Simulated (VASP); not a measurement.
Crystal: GaAs.

```
As Ga
1.0
     0.00000    2.82685    2.82685
     2.82685    0.00000    2.82685
     2.82685    2.82685    0.00000
As Ga
1 1
Direct
  0.75000 0.75000 0.75000
  0.00000 0.00000 0.00000
```

```yaml
Program: VASP 6.6.1
Task: relaxation of cell and atoms
Functional: PW91
Potentials_or_basis: VASP PAW PBE potentials, release 64 (As, Ga_d)
Cutoff: 600 eV
k_mesh: 8 × 8 × 8
Occupations: fermi-dirac, width 0.05 eV
Spin: no spin polarisation
```

At the start: pressure 3.4 GPa; volume 22.59 Å³/atom.

Task: Where does the relaxation end?

Result: Over 5 steps the energy falls by 11.4 meV/atom and the volume is 23.72 Å³/atom (+5.0 %); space group F-43m (No. 216, to 0.05 Å).

Step by step:
| step | energy change (eV) | largest force (eV/Å) | pressure (GPa) | volume (Å³) |
| --- | --- | --- | --- | --- |
| 1 | 0.0000 | 0.0000 | 3.35 | 45.18 |
| 2 | -0.0199 | 0.0000 | -1.00 | 48.34 |
| 3 | -0.0228 | 0.0000 | 0.09 | 47.47 |
| 4 | -0.0227 | 0.0000 | -0.10 | 47.54 |
| 5 | -0.0228 | 0.0000 | 0.04 | 47.44 |

Final structure:
```cif
data_structure
_symmetry_space_group_name_H-M 'P 1'
_symmetry_Int_Tables_number 1
_cell_length_a 4.0634
_cell_length_b 4.0634
_cell_length_c 4.0634
_cell_angle_alpha 60.000
_cell_angle_beta 60.000
_cell_angle_gamma 60.000
_cell_volume 47.44
loop_
_atom_site_label
_atom_site_type_symbol
_atom_site_fract_x
_atom_site_fract_y
_atom_site_fract_z
_atom_site_occupancy
As1 As 0.75000 0.75000 0.75000 1
Ga1 Ga 0.00000 0.00000 0.00000 1
```

Caveat: the PAW data sets were made with another functional, which shifts forces and pressure a little.
